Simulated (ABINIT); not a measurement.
The system is P.

```
P
1.0
     1.72573    0.99635    3.12968
    -1.72573    0.99635    3.12968
     0.00000   -1.99270    3.12968
P
2
Direct
  0.77292 0.77292 0.77292
  0.22708 0.22708 0.22708
```

This isn't the form of P at room conditions, which is orthorhombic.

- Program: ABINIT 10.8.3 (patched build)
- Task: relaxation of cell and atoms
- Functional: PBEsol
- Potentials or basis: Ansatz PAW PBE default generated set, frozen core
- Cutoff: 419 eV
- k mesh: 7 × 7 × 7
- Occupations: fermi-dirac, width 0.05 eV
- Spin: no spin polarisation

At the start: pressure -1.9 GPa; volume 16.14 Å³/atom.

Problem. Where does the relaxation end?

Solution. Over 11 steps the energy falls by 13.3 meV/atom and the volume is 15.21 Å³/atom (-5.8 %); space group R-3m (No. 166, to 0.05 Å).

The path:
```
step  energy change (eV)  largest force (eV/Å)  pressure (GPa)  volume (Å³)
   1              0.0000                0.2402           -1.92        32.29
   2             -0.0039                0.2415           -1.63        32.10
   3             -0.0207                0.1338            2.06        30.18
   4             -0.0232                0.1166            1.03        30.55
   5             -0.0251                0.0644            0.25        30.74
   6             -0.0261                0.0161           -0.11        30.74
   7             -0.0264                0.0056           -0.09        30.64
   8             -0.0266                0.0057           -0.02        30.52
   9             -0.0266                0.0010            0.03        30.40
  10             -0.0266                0.0014            0.00        30.44
  11             -0.0266                0.0004            0.00        30.43
```

Final structure:
```yaml
crystal:
  lattice:
    - [1.72046, 0.99331, 2.96756]
    - [-1.72046, 0.99331, 2.96756]
    - [0.00000, -1.98662, 2.96756]
  atoms:
    - { symbol: P, position: [0.76765, 0.76765, 0.76765] }
    - { symbol: P, position: [0.23235, 0.23235, 0.23235] }
```

Caveat: the atomic spheres overlap; the PAW data sets were made with another functional, which shifts forces and pressure a little.
